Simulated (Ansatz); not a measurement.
**SiO2: single point with PBE**

SiO2:

```
Si O
1.0
    -2.83790    2.83790    5.66021
     2.83790   -2.83790    5.66021
     2.83790    2.83790   -5.66021
Si O
4 8
Direct
  0.87564 0.26582 0.89104
  0.01224 0.62961 0.88713
  0.72792 0.13023 0.11283
  0.37123 0.98329 0.11100
  0.63052 0.13569 0.49401
  0.47048 0.97042 0.94250
  0.02958 0.54004 0.06928
  0.11297 0.11059 0.99296
  0.88514 0.89088 0.01176
  0.87144 0.36800 0.51255
  0.27899 0.71285 0.99341
  0.70676 0.27758 0.98676
```

The cell comes from a database or a generator and needn't be the stable form of this composition.

The cell isn't the ideal one: atoms moved at random, drawn with an rms of 0.05 Å.

```json
{"Program": "Ansatz 0.2.0", "Task": "single point", "Functional": "PBE", "Potentials or basis": "Ansatz PAW", "Cutoff": "420 eV (not typed: the program's choice for these potentials)", "k mesh": "7 × 7 × 7", "Occupations": "fermi-dirac, width 0.05 eV", "Spin": "no spin polarisation"}
```

```json
{"Pressure": "-0.3 GPa", "Largest force": "2.121 eV/Å", "Band gap on the k mesh": "4.74 eV, direct"}
```

Forces on the atoms (eV/Å):
```
Si  -0.144 -0.726  0.401
Si   1.446  0.377 -1.419
Si  -0.297  1.076  0.989
Si  -0.147 -0.103  0.828
O    0.675  1.198 -0.358
O   -0.024 -0.672 -0.829
O   -0.494 -0.001 -0.318
O    0.349 -0.495 -0.017
O   -0.077 -0.075  0.283
O   -1.578 -1.380  0.321
O    0.073  0.332  0.457
O    0.218  0.470 -0.339
```

Stress tensor (GPa, compression positive):
```
-0.76  0.75  0.40
 0.75 -0.40  1.65
 0.40  1.65  0.13
```

Levels at points of the mesh, in eV from the valence-band top:
```tsv
k point	band 28	band 29	band 30	band 31	band 32	band 33	band 34	band 35	band 36	band 37
(0.00, 0.00, 0.00)	-1.50	-0.73	-0.67	-0.27	0.00	4.74	7.18	7.23	8.68	8.90
```

Wall time 27 s on 4 threads of Arm Neoverse V2 (shared host), peak memory 1.2 GiB.

Caveat: odd divisions of the mesh miss points on the zone boundary, where band edges often lie, so the gap on the mesh can be too wide; the pressure holds a Pulay correction of +0.5 GPa for the finite cutoff. A k mesh can miss the band edges.
